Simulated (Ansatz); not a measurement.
## Stack of honeycomb BAs under 2H-MoTe2, shifted by a third of the diagonal in a perpendicular field

Wanted: the out-of-plane response of the stack of honeycomb BAs under 2H-MoTe2, shifted by a third of the diagonal. A positive field points along +c.

Program: Ansatz 0.2.0. Level of theory: plane-wave DFT, PBE-D3(BJ), Ansatz PAW. Results are calculated unless marked as measured.

### Step 1. The starting structure

The cell holds 5 atoms: 1 As, 1 B, 2 Te and 1 Mo. Its edges and angles: a = 3.470 Å, b = 3.470 Å, c = 44.824 Å, α = 90.0°, β = 90.0°, γ = 120.0°. Regions: layer 1: honeycomb BAs, 2 atoms (1 As and 1 B); layer 2: 2H-MoTe2, 3 atoms (2 Te and 1 Mo). Vacuum lies along c.

### Step 2. Relaxation

The starting cell is a guess, so the in-plane lattice and the atoms are relaxed first, with the slab cut off from its images along the normal.

File input.yaml:

```yaml
crystal:
  lattice:
    - [3.47, 0.0, 0.0]
    - [-1.735, 3.0051081511, 0.0]
    - [0.0, 0.0, 44.8241026316]
  atoms:
    - { symbol: As, position: [0.6666666667, 0.3333333333, 0.4227636224] }
    - { symbol: B, position: [0.3333333333, 0.6666666667, 0.4227636224] }
    - { symbol: Te, position: [0.6666666667, 0.3333333333, 0.4930383143] }
    - { symbol: Mo, position: [0.3333333333, 0.6666666667, 0.5351373459] }
    - { symbol: Te, position: [0.6666666667, 0.3333333333, 0.5772363776] }
  periodic: [true, true, false]
kpoints:
  mp_grid: { grid: [12, 12, 1] }
hamiltonian:
  xc: pbe
  dispersion: d3bj
scf:
  occupations: { method: fermi_dirac, width: 0.05 }
  convergence: { dr2_threshold: 1.0e-09 }
relax:
  f_tol: 0.004
  max_steps: 90
  cell: {}
output:
  write_potential: true
  write_density: true
  volumetric_format: npy
```

Launch:

```console
$ ansatz run input.yaml --threads 2 --pin off --max-ram 4096MiB --backend cpu --events-out ev --progress --plain --runs-dir out
```

Numbers of over 12 decimals in the logs are rounded to 6 here.

Log:

```text
Warning: relax.cell: scf.convergence.dr2_threshold = 1e-9 eV is looser than the 1.74565615331e-10 eV advised for a relaxation that steers and ends on the stress (1e-10 eV for each atom of the cell: 5, times the square of relax.cell.stress_2d_tol = 0.05 N/m over 16.9 Å (the atoms' height at the walk's start and 5 Å past either face), 2.954e-2 GPa, over a crystal's default 0.05). What an SCF threshold leaves in a stress goes as its square root, and in the free energy as the threshold itself, and one threshold admits the most on a small cell: [figures from the program's tests cut] Set scf.convergence.dr2_threshold to 1.74565615331e-10 eV or tighter. [rest of the remark cut]
Engine: ansatz 0.2.0, aarch64-unknown-linux-gnu
Pseudopotentials: kind: paw
Pseudopotential: As, paw, valence charge 15, recommended cutoff 420 eV (normal), As.paw.azcp
Pseudopotential: B, paw, valence charge 3, recommended cutoff 420 eV (normal), B.paw.azcp
Pseudopotential: Te, paw, valence charge 16, recommended cutoff 420 eV (normal), Te.paw.azcp
Pseudopotential: Mo, paw, valence charge 14, recommended cutoff 420 eV (normal), Mo.paw.azcp
Functional definition: PBE
  parameter kappa = 0.804
  parameter beta = 0.066725
  exchange = pbe_x(kappa = kappa, mu = beta*pi^2/3)
  correlation = pbe_c(beta = beta)
Crystal: 5 atoms, lattice volume = 467.413 Å³
Basis set: ecut = 420 eV, 9119 PW (Γ), exchange–correlation on 48×48×600 points (8 copies of the dense FFT grid, shifted against one another)
Bands: 39, of which v1, the nominal top of the filled ones, is band 32 counted from 1 (31 counted from 0)
Symmetry: 6 space group operations
Space group: P3m1 (ITA 156), of the structure as read, at distance tolerance 7.8e-5 Å
k-points: 19 of 144 (time reversal used)
Non-local potential: As, projectors of the file, l = 0: 2, l = 1: 2, l = 2: 3, l = 3: 1
Non-local potential: B, projectors of the file, l = 0: 2, l = 1: 2, l = 2: 1
Non-local potential: Te, projectors of the file, l = 0: 2, l = 1: 2, l = 2: 2, l = 3: 2
Non-local potential: Mo, projectors of the file, l = 0: 3, l = 1: 2, l = 2: 2, l = 3: 1
PAW form: soft (Blöchl's): semilocal exchange-correlation on the pseudo side does not see the compensation charge
PAW one-centre angular grid: As, 590 points (default); XC on 64 Gauss nodes
PAW one-centre angular grid: B, 110 points (default); XC on 64 Gauss nodes
PAW one-centre angular grid: Te, 590 points (default); XC on 64 Gauss nodes
PAW one-centre angular grid: Mo, 590 points (default); XC on 64 Gauss nodes
Initial density: superposition of atomic densities (neutral atoms: chi_scale 0, normalization atom), corrected by the library's trained network
Initial wavefunctions: pseudopotential atomic-orbital guess
Functional: x = pbe(κ = 0.804, μ = 0.219515), c = pbe(β = 0.066725)
SCF iter   1: F=—  HF=-23929.430689 eV  |F-HF|=—  |Δ(HF+E_count)|=         —  Δρ=2.90e-3  dr2=2.11e-1  ethr=1.77e-3  ⟨swp⟩=17.1  Hψ=5112  notcnv=0
preconditioner: auto → LDOS  [insulator: Δε(μ)=0.298 eV  Ē_g=7.835 eV  σ=0.050 eV  W_gap=0.90  n_scr=26 (ndim 8)  ℏωp=8.8 eV  f_vac=0.753  D(μ)=0.05/eV (n_scr^D=2)  ε∞_Penn≈2.2  β→1.0]
SCF iter   2: F=—  HF=-23929.668493 eV  |F-HF|=—  |Δ(HF+E_count)|=   2.38e-1  Δρ=6.83e-3  dr2=3.47e0  ethr=3.29e-4  ⟨swp⟩=6.1  Hψ=2123  notcnv=0  defer=24  recentre
SCF iter   3: F=—  HF=-23929.422847 eV  |F-HF|=—  |Δ(HF+E_count)|=   2.46e-1  Δρ=1.98e-3  dr2=1.03e-1  ethr=3.29e-4  ⟨swp⟩=5.8  Hψ=1864  notcnv=0  defer=22
SCF iter   4: F=—  HF=-23929.417950 eV  |F-HF|=—  |Δ(HF+E_count)|=   4.90e-3  Δρ=7.54e-4  dr2=5.71e-3  ethr=1.61e-4  ⟨swp⟩=3.0  Hψ=1218  notcnv=0  defer=22
SCF iter   5: F=—  HF=-23929.417970 eV  |F-HF|=—  |Δ(HF+E_count)|=   1.91e-5  Δρ=2.91e-4  dr2=3.30e-4  ethr=8.93e-6  ⟨swp⟩=3.0  Hψ=1031  notcnv=0  defer=22
SCF iter   6: F=—  HF=-23929.418135 eV  |F-HF|=—  |Δ(HF+E_count)|=   1.65e-4  Δρ=8.91e-5  dr2=7.59e-5  ethr=5.15e-7  ⟨swp⟩=3.2  Hψ=1217  notcnv=0  defer=22
SCF iter   7: F=—  HF=-23929.418120 eV  |F-HF|=—  |Δ(HF+E_count)|=   1.48e-5  Δρ=1.99e-5  dr2=3.66e-6  ethr=1.19e-7  ⟨swp⟩=2.7  Hψ=1029  notcnv=0  defer=22
SCF iter   8: F=—  HF=-23929.418100 eV  |F-HF|=—  |Δ(HF+E_count)|=   2.02e-5  Δρ=5.39e-6  dr2=1.12e-7  ethr=5.72e-9  ⟨swp⟩=3.2  Hψ=1291  notcnv=0  defer=22
SCF iter   9: F=—  HF=-23929.418100 eV  |F-HF|=—  |Δ(HF+E_count)|=   1.31e-7  Δρ=1.77e-6  dr2=2.37e-8  ethr=1.75e-10  ⟨swp⟩=3.2  Hψ=1585  notcnv=0  defer=22
SCF iter  10: F=—  HF=-23929.418100 eV  |F-HF|=—  |Δ(HF+E_count)|=   3.95e-8  Δρ=5.06e-7  dr2=3.81e-9  ethr=3.70e-11  ⟨swp⟩=4.0  Hψ=1674  notcnv=0  defer=22
SCF iter  11: F=-23929.418100 eV  HF=-23929.418100 eV  |F-HF|=3.41e-9  |Δ(HF+E_count)|=   4.31e-9  Δρ=1.79e-7  dr2=2.51e-10  ethr=1.56e-12  ⟨swp⟩=12.5  Hψ=5282  notcnv=0
SCF 1 converged in 11 iterations: F = -23929.418100 eV  dr2 = 2.51e-10
  greatest PAW one-centre occupation: 0.999 electrons in one spin orbital (limit 2), on the As atom at site 0 (counted from 0), in its partial waves of l = 2
relax step   1: F+E_penalty+E_count = -23929.41809971 eV  Δ(F+E_penalty+E_count) = +0.000e0 eV  max|allowed force component| = 1.345e0 eV/Å  Δτ_max = 0.0000 Å  P = -4.560 N/m  Ω = 467.413 Å³  fix = [c, alpha, beta]  reactions: c -0.000 N/m  (11 SCF iters, accepted)
Crystal: 5 atoms, lattice volume = 462.540 Å³
Basis set: ecut = 420 eV, 8933 PW (Γ), exchange–correlation on 48×48×600 points (8 copies of the dense FFT grid, shifted against one another)
Initial density: handed on by an earlier stage of this run
Initial wavefunctions: those handed on with the density
iter 1 solved again at ethr=2.68e-4 eV; its pass at ethr=3.10e-3 eV (dr2=1.72e-1 eV) is discarded
SCF iter   1: F=—  HF=-23929.522889 eV  |F-HF|=—  |Δ(HF+E_count)|=         —  Δρ=5.03e-3  dr2=1.79e-1  ethr=2.68e-4  ⟨swp⟩=2.6  Hψ=5473  notcnv=0
preconditioner: auto → Resta (q_TF=auto, 1.962 Å⁻¹)  ε∞=2.2  [insulator: Δε(μ)=0.549 eV  Ē_g=8.125 eV  σ=0.050 eV  W_gap=0.99  n_scr=26 (ndim 8)  ℏωp=8.8 eV  f_vac=0.751  D(μ)=0.01/eV (n_scr^D=0)  ε∞_Penn≈2.2  vacuum switching on, ρ_ref=4.8e-3 e/Å³]
SCF iter   2: F=—  HF=-23929.529414 eV  |F-HF|=—  |Δ(HF+E_count)|=   6.52e-3  Δρ=4.55e-3  dr2=3.09e-1  ethr=2.68e-4  ⟨swp⟩=4.3  Hψ=1442  notcnv=0
SCF iter   3: F=—  HF=-23929.498142 eV  |F-HF|=—  |Δ(HF+E_count)|=   3.13e-2  Δρ=2.03e-3  dr2=2.60e-2  ethr=2.68e-4  ⟨swp⟩=4.2  Hψ=1418  notcnv=0  defer=24
SCF iter   4: F=—  HF=-23929.496094 eV  |F-HF|=—  |Δ(HF+E_count)|=   2.05e-3  Δρ=7.26e-4  dr2=1.33e-2  ethr=4.06e-5  ⟨swp⟩=3.1  Hψ=1239  notcnv=0  defer=27
[...]
SCF iter   9: F=—  HF=-23929.643915 eV  |F-HF|=—  |Δ(HF+E_count)|=   1.58e-5  Δρ=5.26e-6  dr2=2.34e-7  ethr=2.00e-9  ⟨swp⟩=3.1  Hψ=1566  notcnv=0  defer=24
SCF iter  10: F=—  HF=-23929.643915 eV  |F-HF|=—  |Δ(HF+E_count)|=   6.27e-8  Δρ=1.63e-6  dr2=1.76e-8  ethr=3.66e-10  ⟨swp⟩=3.1  Hψ=1293  notcnv=0  defer=24
SCF iter  11: F=—  HF=-23929.643915 eV  |F-HF|=—  |Δ(HF+E_count)|=   1.73e-8  Δρ=6.22e-7  dr2=1.94e-9  ethr=2.75e-11  ⟨swp⟩=2.9  Hψ=1440  notcnv=0  defer=24
SCF iter  12: F=-23929.643915 eV  HF=-23929.643915 eV  |F-HF|=4.22e-10  |Δ(HF+E_count)|=   2.46e-9  Δρ=2.89e-7  dr2=6.53e-10  ethr=1.56e-12  ⟨swp⟩=12.7  Hψ=5394  notcnv=0
SCF 3 converged in 12 iterations: F = -23929.643915 eV  dr2 = 6.53e-10
relax step   3: F+E_penalty+E_count = -23929.64391511 eV  Δ(F+E_penalty+E_count) = -1.488e-1 eV  max|allowed force component| = 1.660e-1 eV/Å  Δτ_max = 0.1942 Å  P = -1.731 N/m  Ω = 461.203 Å³  energy of the carried Pulay correction = +4.192e-4 eV  fix = [c, alpha, beta]  reactions: c -0.000 N/m  (12 SCF iters, accepted)
[...]
relax step   4: F+E_penalty+E_count = -23929.66387192 eV  Δ(F+E_penalty+E_count) = -1.996e-2 eV  max|allowed force component| = 1.072e-1 eV/Å  Δτ_max = 0.1555 Å  P = -0.589 N/m  Ω = 458.318 Å³  energy of the carried Pulay correction = +6.158e-4 eV  fix = [c, alpha, beta]  reactions: c -0.000 N/m  (12 SCF iters, accepted)
[...]
relax step   5: F+E_penalty+E_count = -23929.66590449 eV  Δ(F+E_penalty+E_count) = -2.033e-3 eV  max|allowed force component| = 4.196e-2 eV/Å  Δτ_max = 0.0103 Å  P = -0.048 N/m  Ω = 455.916 Å³  energy of the carried Pulay correction = +7.805e-4 eV  fix = [c, alpha, beta]  reactions: c -0.000 N/m  (10 SCF iters, accepted)
[...]
relax step   6: F+E_penalty+E_count = -23929.66620440 eV  Δ(F+E_penalty+E_count) = -2.999e-4 eV  max|allowed force component| = 3.490e-3 eV/Å  Δτ_max = 0.0126 Å  P = +0.002 N/m  Ω = 455.750 Å³  energy of the carried Pulay correction = +7.919e-4 eV  fix = [c, alpha, beta]  reactions: c +0.000 N/m  (9 SCF iters, accepted)
Initial wavefunctions: pseudopotential atomic-orbital guess (no wavefunctions were taken with the density)
iter 1 solved again at ethr=5.57e-7 eV; its pass at ethr=3.10e-3 eV (dr2=3.57e-4 eV) is discarded
SCF iter   1: F=—  HF=-23929.665583 eV  |F-HF|=—  |Δ(HF+E_count)|=         —  Δρ=1.72e-5  dr2=1.76e-7  ethr=5.57e-7  ⟨swp⟩=6.3  Hψ=7855  notcnv=0
eigensolver tolerance schedule: the retry pair's looser diagonalisation over-reported the residual by 2020.34 of it (diagonalisation noise at 0.57 of the residual, at the tolerance the schedule requests for it); recorded, not acted on — ethr = c·dr2/N_el stays at c = 1.0e-1
preconditioner: auto → Resta (q_TF=auto, 1.967 Å⁻¹)  ε∞=2.2  [insulator: Δε(μ)=0.447 eV  Ē_g=8.017 eV  σ=0.050 eV  W_gap=0.97  n_scr=28 (ndim 8)  ℏωp=8.9 eV  f_vac=0.739  D(μ)=0.02/eV (n_scr^D=0)  ε∞_Penn≈2.2  vacuum switching on, ρ_ref=4.7e-3 e/Å³]
SCF iter   2: F=—  HF=-23929.665454 eV  |F-HF|=—  |Δ(HF+E_count)|=   1.29e-4  Δρ=9.13e-6  dr2=6.99e-8  ethr=2.76e-10  ⟨swp⟩=4.9  Hψ=2332  notcnv=0
SCF iter   3: F=—  HF=-23929.665454 eV  |F-HF|=—  |Δ(HF+E_count)|=   1.81e-7  Δρ=4.24e-6  dr2=2.05e-7  ethr=1.09e-10  ⟨swp⟩=2.9  Hψ=1498  notcnv=0
SCF iter   4: F=—  HF=-23929.665454 eV  |F-HF|=—  |Δ(HF+E_count)|=   9.83e-9  Δρ=2.04e-6  dr2=3.51e-8  ethr=1.09e-10  ⟨swp⟩=3.0  Hψ=1193  notcnv=0
SCF iter   5: F=—  HF=-23929.665454 eV  |F-HF|=—  |Δ(HF+E_count)|=   4.06e-9  Δρ=6.42e-7  dr2=6.19e-9  ethr=5.49e-11  ⟨swp⟩=2.6  Hψ=1017  notcnv=0
SCF iter   6: F=-23929.665454 eV  HF=-23929.665454 eV  |F-HF|=1.13e-10  |Δ(HF+E_count)|=  2.18e-10  Δρ=2.92e-7  dr2=1.79e-10  ethr=1.56e-12  ⟨swp⟩=16.7  Hψ=6418  notcnv=0
SCF 7 converged in 6 iterations: F = -23929.665454 eV  dr2 = 1.79e-10
relax step   7: F+E_penalty+E_count = -23929.66545418 eV  Δ(F+E_penalty+E_count) = +7.502e-4 eV  max|allowed force component| = 3.491e-3 eV/Å  Δτ_max = 0.0000 Å  P = -0.003 N/m  Ω = 455.750 Å³  fix = [c, alpha, beta]  reactions: c -0.000 N/m  stress off target by 2.71e-3 N/m on what of the cell is left free  SCF on the basis re-selected at this cell (its energy is not comparable with the rows above)  (6 SCF iters)
basis re-selected at this cell: Δ(F+E_penalty+E_count) = +7.502e-4 eV, ΔP = -0.004 N/m vs the last step (what re-selecting the basis moved, of the pressure what is left beyond the Pulay correction that the steps carried, after the strain that the cell walked since its last selection, with what the two solves' SCF thresholds leave and, on support functions, any second-order correction that the steps lacked; it is no m [...]
WARN: The output density's exchange-correlation potential varies sharply where the density is thin. Do not read a vacuum level from v_tot or v_xc, or from such a field of the output density. On a cell that repeats whose density bears no net charge and no dipole along the vacuum's axis use v_es (v_loc + v_h of the components); under efield.dipole_correction with no amplitude use v_es + v_field, which holds any externa [...]
SCF converged after 6 iterations
Free energy (F): -23929.665454 eV
Harris-Foulkes:  -23929.665454 eV  (|F-HF|=1.13e-10)
Internal energy: -23929.665084 eV  (E = F + TS)
E sigma→0 (E₀):  -23929.665269 eV
Entropy (-TS):   -0.000370 eV (-0.074 meV/atom)
Fermi energy:    -4.477613 eV
--- Per-component energies (eV) ---
  E_band       = -1851.469528
  E_kinetic    = 954.470022
  E_local      = -293037.886455  (includes V_loc(G=0)·N_el)
  E_nonlocal   = -1133.884925
  E_hartree    = 146299.067802
  E_xc         = -542.890138
  E_vxc        = -554.119776  (∫ρ·V_xc dr)
  E_paw        = -14442.222765  (= ΣΔE_a)
  E_vpaw       = -678.184561  (= ΣTr[D̂ρ^β])
  E_aug_tail   = -0.000301  (compensation charges beyond the density's cutoff)
  E_ewald      = 137975.425690
  E_disp       = -1.744014  (pairwise vdW)
  E_smearing   = -0.000370  (= −TS)
  E_closure    = 0.000000  (closes the sum)
  Σ components = -23929.665454   (vs F -23929.665454, Δ=0.00e0)
--- Forces (eV/Å), atoms counted from 1 ---
  atom   1  As     0.00000000     0.00000000     0.00349102
  atom   2  B      0.00000000    -0.00000000    -0.00329765
  atom   3  Te    -0.00000000    -0.00000000    -0.00069027
  atom   4  Mo     0.00000000     0.00000000     0.00036432
  atom   5  Te     0.00000000    -0.00000000     0.00013300
  max |Σ_I F_I| component: 4.31e-7 eV/Å
--- 2D stress c σ (N/m, compression-positive) ---
       -0.002709      -0.000000      -0.000000
        0.000000      -0.002709      -0.000000
       -0.000000      -0.000000      -0.000000
  P = ½ c Tr σ = -0.0027 N/m
--- Band table (eV; the first three rows and the last of 19) ---
  k-point 0: bands = [... 28 lower, -6.1971, -5.5151, -5.4141, -5.4141, -1.7450, -1.2860, -1.2860, -1.0276, ... 3 higher]
  k-point 1: bands = [... 28 lower, -6.1070, -5.5511, -5.5048, -5.3948, -1.7553, -1.6878, -1.4774, -1.2679, ... 3 higher]
  k-point 2: bands = [... 28 lower, -5.8887, -5.8524, -5.5837, -5.5055, -2.7136, -2.3747, -1.8032, -1.5984, ... 3 higher]
  k-point 18: bands = [... 28 lower, -7.7113, -6.7635, -4.9755, -4.7345, -4.2874, -3.3326, -3.1099, -1.9659, ... 3 higher]
  the weakly bound empty levels are not read free of the cell's end (no_gap_told)
--- Relaxed structure (6 steps of the walk, 6 accepted, 1 SCFs on fresh bases) ---
  F+E_penalty+E_count = -23929.66545418 eV   max|allowed force component| = 3.491e-3 eV/Å   (the final SCF, on the basis selected at the relaxed cell)
  cell:  # Å, volume = 455.7503 Å³
    - [3.426434, 0, 0]
    - [-1.713217, 2.967379, 0]
    - [0, 0, 44.8241026316]
  atoms:
    - { symbol: As, position: [0.666667, 0.333333, 0.414508] }
    - { symbol: B, position: [0.333333, 0.666667, 0.414031] }
    - { symbol: Te, position: [0.666667, 0.333333, 0.499602] }
    - { symbol: Mo, position: [0.333333, 0.666667, 0.540807] }
    - { symbol: Te, position: [0.666667, 0.333333, 0.581992] }
```

Run time: 4.1 min. Hardware: 2 threads of Arm Neoverse N1, shared host; peak memory 0.79 GiB.

Relaxation path:

| step | energy less that of the first step (eV) | largest force component (eV/Å) | volume (Å³) |
| --- | --- | --- | --- |
| 1 | 0.0000 | 1.3453 | 467.41 |
| 2 | -0.0771 | 1.1934 | 462.54 |
| 3 | -0.2258 | 0.1660 | 461.20 |
| 4 | -0.2458 | 0.1072 | 458.32 |
| 5 | -0.2478 | 0.0420 | 455.92 |
| 6 | -0.2481 | 0.0035 | 455.75 |
| 7* | -0.2474 | 0.0035 | 455.75 |

Relaxation steps marked * repeat the geometry before them on a plane-wave basis chosen anew for their cell, so energy and pressure can jump there.

The run keeps the 6 symmetry operations that it works with, so distortions that break them were not tested.

| cell as run | before | after | change |
| --- | --- | --- | --- |
| a (Å) | 3.470 | 3.426 | -1.3 % |
| b (Å) | 3.470 | 3.426 | -1.3 % |

The atoms that moved most (Å, along periodic axes as changes of fractional coordinates times the final cell, across vacuum about the mean position):

| atom | dx | dy | dz | length |
| --- | --- | --- | --- | --- |
| B2 | 0.000 | 0.000 | -0.391 | 0.391 |
| As1 | 0.000 | 0.000 | -0.370 | 0.370 |
| Te3 | 0.000 | 0.000 | 0.294 | 0.294 |
| Mo4 | 0.000 | 0.000 | 0.254 | 0.254 |
| Te5 | 0.000 | 0.000 | 0.213 | 0.213 |

Final coordinates:

```xyz
5
Lattice="3.4264 0.0000 0.0000 -1.7132 2.9674 0.0000 0.0000 0.0000 44.8241" Properties=species:S:1:pos:R:3
As    1.7132    0.9891   18.5799
B     0.0000    1.9783   18.5586
Te    1.7132    0.9891   22.3942
Mo    0.0000    1.9783   24.2412
Te    1.7132    0.9891   26.0873
```

Numbers from this step:

* energy at zero smearing: -23929.6653 eV

The lattice constant a goes from 3.470 to 3.426 Å.

(Continued in part 2 of 2.)

[Logs are printed without paths, hosts, clocks, repeated set-up lines and the standing remarks that a program may print on its own settings, such as how far it seeks lower states.]

[Hosts, paths, dates, database ids (printed as entryN), source tags and the programs' standing remarks are cut or masked in the printed files.]

[Maps of the electrostatic potential energy from Ansatz leave out the sawtooth potential of an applied field or a dipole correction, so their vacuum need not be flat; planar profiles and work functions include it.]
